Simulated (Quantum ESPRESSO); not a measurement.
# Ce (Im-3m) in Quantum ESPRESSO: reference runs

Aim: a first look at Ce with PBEsol, on the cell as given and on a disturbed one.

All numbers are computed with Quantum ESPRESSO 7.5; they aren't measurements. Logs are shortened: lines on timing, memory, paths and dates and some standing lists are left out, and cuts for length are marked.

### Step 1. Starting point

The structure is cubic, space group Im-3m (No. 229). The conventional cell has a = 3.887 Å, b = 3.887 Å, c = 3.887 Å, α = 90.00°, β = 90.00°, γ = 90.00°. Around Ce (site symmetry m-3m) lie 8 Ce at 3.37 Å.

This isn't the form of Ce at room conditions, which is fcc.

### Step 2. Single point, PBEsol, collinear spin, ferromagnetic start

pw.in reads:

```
&CONTROL
  calculation = 'scf'
  prefix = 'pwscf'
  outdir = './tmp'
  pseudo_dir = './pseudo'
  tprnfor = .true.
  tstress = .true.
  disk_io = 'low'
/
&SYSTEM
  ibrav = 0
  nat = 1
  ntyp = 1
  ecutwfc = 55
  ecutrho = 440
  nbnd = 15
  input_dft = 'pbesol'
  occupations = 'smearing'
  smearing = 'fd'
  degauss = 0.00367493
  nspin = 2
  starting_magnetization(1) = 0.0833
/
&ELECTRONS
  conv_thr = 2d-10
  electron_maxstep = 120
  mixing_beta = 0.3
/
ATOMIC_SPECIES
Ce   140.1160 Ce.paw.z_12.atompaw.wentzcovitch.v1.2.upf
CELL_PARAMETERS angstrom
  -1.9432985503    1.9432985503    1.9432985503
   1.9432985503   -1.9432985503    1.9432985503
   1.9432985503    1.9432985503   -1.9432985503
ATOMIC_POSITIONS crystal
Ce     0.0000000000    0.0000000000    0.0000000000
K_POINTS automatic
10 10 10 0 0 0
```

pp_density.in reads:

```
&INPUTPP
  prefix = 'pwscf'
  outdir = './tmp'
  filplot = 'density.dat'
  plot_num = 0
/
&PLOT
  nfile = 1
  filepp(1) = 'density.dat'
  iflag = 3
  output_format = 6
  fileout = 'density.cube'
/
```

pp_potential.in reads:

```
&INPUTPP
  prefix = 'pwscf'
  outdir = './tmp'
  filplot = 'potential.dat'
  plot_num = 11
/
&PLOT
  nfile = 1
  filepp(1) = 'potential.dat'
  iflag = 3
  output_format = 6
  fileout = 'potential.cube'
/
```

pp_spin.in reads:

```
&INPUTPP
  prefix = 'pwscf'
  outdir = './tmp'
  filplot = 'spin.dat'
  plot_num = 6
/
&PLOT
  nfile = 1
  filepp(1) = 'spin.dat'
  iflag = 3
  output_format = 6
  fileout = 'spin.cube'
/
```

Potentials or basis: SSSP 1.3 efficiency PBE.

Launch:

```sh
$ OMP_NUM_THREADS=1 mpirun -n 2 pw.x -nk 2 -in pw.in > pw.out
$ OMP_NUM_THREADS=1 mpirun -n 1 pp.x -in pp_density.in > pp_density.out
$ OMP_NUM_THREADS=1 mpirun -n 1 pp.x -in pp_potential.in > pp_potential.out
$ OMP_NUM_THREADS=1 mpirun -n 1 pp.x -in pp_spin.in > pp_spin.out
```

pw.out:

```text
This program is part of the open-source Quantum ESPRESSO suite
     for quantum simulation of materials; please cite
         "P. Giannozzi et al., J. Phys.:Condens. Matter 21 395502 (2009);
         "P. Giannozzi et al., J. Phys.:Condens. Matter 29 465901 (2017);
         "P. Giannozzi et al., J. Chem. Phys. 152 154105 (2020);
     in publications or presentations arising from this work. More details at

     file Ce.paw.z_12.atompaw.wentzcovitch.v1.2.upf: wavefunction(s)  6S 0P 5D 0D 4F 0F renormalized

     IMPORTANT: XC functional enforced from input :
     Exchange-correlation= PBESOL
                           (   1   4  10   8   0   0   0)
     Any further DFT definition will be discarded
     Please, verify this is what you really want

     Message from routine setup:
[... 7 lines left out ...]
     --------------------
     sticks:   dense  smooth     PW     G-vecs:    dense   smooth      PW
     Sum        1339     661    241                30885    10889    2347

     Using Slab Decomposition

     bravais-lattice index     =            0
     lattice parameter (alat)  =       6.3606  a.u.
     unit-cell volume          =     198.0958 (a.u.)^3
     number of atoms/cell      =            1
     number of atomic types    =            1
     number of electrons       =        12.00
     number of Kohn-Sham states=           15
     kinetic-energy cutoff     =      55.0000  Ry
     charge density cutoff     =     440.0000  Ry
     scf convergence threshold =      2.0E-10
     mixing beta               =       0.3000
     number of iterations used =            8  plain     mixing
     Exchange-correlation= PBESOL
                           (   1   4  10   8   0   0   0)

     celldm(1)=   6.360614  celldm(2)=   0.000000  celldm(3)=   0.000000
     celldm(4)=   0.000000  celldm(5)=   0.000000  celldm(6)=   0.000000

     crystal axes: (cart. coord. in units of alat)
               a(1) = (  -0.577350   0.577350   0.577350 )
               a(2) = (   0.577350  -0.577350   0.577350 )
               a(3) = (   0.577350   0.577350  -0.577350 )

     reciprocal axes: (cart. coord. in units 2 pi/alat)
               b(1) = ( -0.000000  0.866025  0.866025 )
               b(2) = (  0.866025 -0.000000  0.866025 )
               b(3) = (  0.866025  0.866025  0.000000 )

     PseudoPot. # 1 for Ce read from file:
     Ce.paw.z_12.atompaw.wentzcovitch.v1.2.upf
     Pseudo is Projector augmented-wave + core cor, Zval = 12.0
     Generated using ATOMPAW code
     Shape of augmentation charge: BESSEL
     Using radial grid of 1102 points,  8 beta functions with:
                l(1) =   0
                l(2) =   0
                l(3) =   1
                l(4) =   1
                l(5) =   2
                l(6) =   2
                l(7) =   3
                l(8) =   3
     Q(r) pseudized with 0 coefficients

     atomic species   valence    mass     pseudopotential
     Ce               12.00   140.11600     Ce( 1.00)

     Starting magnetic structure
     atomic species   magnetization
     Ce              0.083

     48 Sym. Ops., with inversion, found

   Cartesian axes

     site n.     atom                  positions (alat units)
         1        Ce     tau(   1) = (   0.0000000   0.0000000   0.0000000  )

     number of k points=    47  Fermi-Dirac smearing, width (Ry)=  0.0037
                       cart. coord. in units 2pi/alat
        k(    1) = (   0.0000000   0.0000000   0.0000000), wk =   0.0010000
        k(    2) = (   0.0866025   0.0866025   0.0000000), wk =   0.0120000
        k(    3) = (   0.1732051   0.1732051   0.0000000), wk =   0.0120000
        k(    4) = (   0.2598076   0.2598076   0.0000000), wk =   0.0120000
        k(    5) = (   0.3464102   0.3464102   0.0000000), wk =   0.0120000
        k(    6) = (  -0.4330127  -0.4330127   0.0000000), wk =   0.0060000
[... 39 lines left out ...]
        k(   46) = (  -0.8660254  -0.0866025  -0.0866025), wk =   0.0120000
        k(   47) = (  -0.8660254  -0.8660254  -0.8660254), wk =   0.0010000

     Dense  grid:    30885 G-vectors     FFT dimensions: (  45,  45,  45)

     Smooth grid:    10889 G-vectors     FFT dimensions: (  32,  32,  32)

     Generating pointlists ...
     new r_m :   0.4125 (alat units)  2.6238 (a.u.) for type    1

     Initial potential from superposition of free atoms

     starting charge      11.9930, renormalised to      12.0000
     Starting wfcs are   32 randomized atomic wfcs
     Checking if some PAW data can be deallocated...

     Self-consistent Calculation

     iteration #  1     ecut=    55.00 Ry     beta= 0.30
     Davidson diagonalization with overlap
     ethr =  1.00E-02,  avg # of iterations =  1.6

     Threshold (ethr) on eigenvalues was too large:
     Diagonalizing with lowered threshold

     Davidson diagonalization with overlap
     ethr =  6.70E-04,  avg # of iterations =  1.3

     total energy              =    -475.36370364 Ry
     estimated scf accuracy    <       0.08616446 Ry
[... 34 lines left out ...]
     iteration #  5     ecut=    55.00 Ry     beta= 0.30
     Davidson diagonalization with overlap
     ethr =  2.20E-06,  avg # of iterations =  4.5

     negative rho (up, down):  0.000E+00 5.994E-07

     total energy              =    -475.37805917 Ry
     estimated scf accuracy    <       0.00009003 Ry

     total magnetization       =     0.99 Bohr mag/cell
     absolute magnetization    =     0.99 Bohr mag/cell
[... 171 lines left out ...]
     iteration # 23     ecut=    55.00 Ry     beta= 0.30
     Davidson diagonalization with overlap
     ethr =  3.78E-12,  avg # of iterations =  5.7

     Magnetic moment per site  (integrated on atomic sphere of radius R)
     atom   1 (R=0.412)  charge= 10.1136  magn=  0.6588

     End of self-consistent calculation

 ------ SPIN UP ------------

          k = 0.0000 0.0000 0.0000 (  1409 PWs)   bands (ev):

   -20.7144  -2.2262  -2.2262  -2.2262  10.8479  14.0392  14.0392  14.0392
    14.8255  14.8255  14.8255  15.0434  15.6899  15.6899  15.6899
[... 228 lines left out ...]
   -20.0644  -3.6857  -3.6857  -3.6857  11.5710  11.5710  14.2228  14.4667
    14.4667  14.4667  14.8188  14.8188  14.8188  21.5228  21.5228

 ------ SPIN DOWN ----------

          k = 0.0000 0.0000 0.0000 (  1409 PWs)   bands (ev):

   -20.4095  -1.9528  -1.9528  -1.9528  11.1294  14.4677  14.4677  14.4677
    15.1389  15.1389  15.1389  15.3549  15.9738  15.9738  15.9738
[... 228 lines left out ...]
   -19.7569  -3.4100  -3.4100  -3.4100  11.7970  11.7970  14.5317  14.7718
    14.7718  14.7718  15.2689  15.2689  15.2689  21.7977  21.7977

     the Fermi energy is    14.0736 ev

!    total energy              =    -475.37814174 Ry
     total all-electron energy =      -475.378142 Ry
     estimated scf accuracy    <          1.6E-10 Ry
     smearing contrib. (-TS)   =      -0.00331759 Ry
     internal energy E=F+TS    =    -475.37482415 Ry

     The total energy is F=E-TS. E is the sum of the following terms:
     one-electron contribution =      -1.06229461 Ry
     hartree contribution      =       9.05229125 Ry
     xc contribution           =     -13.70584169 Ry
     ewald contribution        =     -71.35164963 Ry
     one-center paw contrib.   =    -398.30732948 Ry

     total magnetization       =     0.79 Bohr mag/cell
     absolute magnetization    =     0.79 Bohr mag/cell

     convergence has been achieved in  23 iterations

     Forces acting on atoms (cartesian axes, Ry/au):

     atom    1 type  1   force =     0.00000000    0.00000000    0.00000000

     Total force =     0.000000     Total SCF correction =     0.000000

     Computing stress (Cartesian axis) and pressure

          total   stress  (Ry/bohr**3)                   (kbar)     P=      -43.36
  -0.00029474  -0.00000000  -0.00000000          -43.36       -0.00       -0.00
  -0.00000000  -0.00029474  -0.00000000           -0.00      -43.36       -0.00
  -0.00000000  -0.00000000  -0.00029474           -0.00       -0.00      -43.36

=------------------------------------------------------------------------------=
   JOB DONE.
=------------------------------------------------------------------------------=
```

pp_density.out:

```text
This program is part of the open-source Quantum ESPRESSO suite
     for quantum simulation of materials; please cite
         "P. Giannozzi et al., J. Phys.:Condens. Matter 21 395502 (2009);
         "P. Giannozzi et al., J. Phys.:Condens. Matter 29 465901 (2017);
         "P. Giannozzi et al., J. Chem. Phys. 152 154105 (2020);
     in publications or presentations arising from this work. More details at

     file Ce.paw.z_12.atompaw.wentzcovitch.v1.2.upf: wavefunction(s)  6S 0P 5D 0D 4F 0F renormalized

     IMPORTANT: XC functional enforced from input :
     Exchange-correlation= PBESOL
                           (   1   4  10   8   0   0   0)
     Any further DFT definition will be discarded
     Please, verify this is what you really want

     G-vector sticks info
     --------------------
     sticks:   dense  smooth     PW     G-vecs:    dense   smooth      PW
     Sum        1339     661    241                30885    10889    2347

     Using Slab Decomposition

     Calling punch_plot, plot_num =   0
     Writing data to file  density.dat
     Reading data from file  density.dat

     Writing data to be plotted to file density.cube
     Plot Type: 3D                     Output format: Gaussian cube

=------------------------------------------------------------------------------=
   JOB DONE.
=------------------------------------------------------------------------------=
```

pp_potential.out:

```text
This program is part of the open-source Quantum ESPRESSO suite
     for quantum simulation of materials; please cite
         "P. Giannozzi et al., J. Phys.:Condens. Matter 21 395502 (2009);
         "P. Giannozzi et al., J. Phys.:Condens. Matter 29 465901 (2017);
         "P. Giannozzi et al., J. Chem. Phys. 152 154105 (2020);
     in publications or presentations arising from this work. More details at

     file Ce.paw.z_12.atompaw.wentzcovitch.v1.2.upf: wavefunction(s)  6S 0P 5D 0D 4F 0F renormalized

     IMPORTANT: XC functional enforced from input :
     Exchange-correlation= PBESOL
                           (   1   4  10   8   0   0   0)
     Any further DFT definition will be discarded
     Please, verify this is what you really want

     G-vector sticks info
     --------------------
     sticks:   dense  smooth     PW     G-vecs:    dense   smooth      PW
     Sum        1339     661    241                30885    10889    2347

     Using Slab Decomposition

     Calling punch_plot, plot_num =  11
     Writing data to file  potential.dat
     Reading data from file  potential.dat

     Writing data to be plotted to file potential.cube
     Plot Type: 3D                     Output format: Gaussian cube

=------------------------------------------------------------------------------=
   JOB DONE.
=------------------------------------------------------------------------------=
```

Wall time 69 s (2 MPI ranks of Arm Neoverse V1, shared host); peak memory 0.42 GiB.

What came out:

* Free energy: -6467.8491 eV
* Pressure: -4.3 GPa
* Band gap on the k mesh: none (metal or under the smearing width)
* Net moment: 0.79 μB per cell
* Absolute moment: 0.79 μB per cell
* Site moments: Ce +0.66 μB
* Valence electrons inside the program's atomic spheres: Ce 10.11

Caveat: the potentials were made for another functional, which shifts forces and pressure; the magnetic or orbital state may not be the lowest; spin-orbit coupling is left out, which moves the levels of the heavy elements. The state reached can hang on the start; a lower one may exist.

(Continued in part 2 of 2.)
